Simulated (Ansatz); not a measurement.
## hcp against fcc along group 5

Theory: DFT, revPBE, plane waves (420 eV) with PAW, scalar-relativistic (Ansatz). The PAW files were generated under PBE, with cores re-solved for the functional.

Each structure is relaxed within its symmetry, in the lowest magnetic state of the tried starts. Differences under about 8 meV lie within the error of the k-point mesh.

| element | E(hcp) − E(fcc) (meV/atom) | V(hcp) (Å³/atom) | V(fcc) (Å³/atom) | state of hcp | state of fcc |
| --- | --- | --- | --- | --- | --- |
| V | 15 | 14.11 | 14.16 | spin not included | spin not included |
| Nb | -27 | 18.93 | 19.03 | spin not included | spin not included |
| Ta | 46 | 18.98 | 19.06 | spin not included | spin not included |
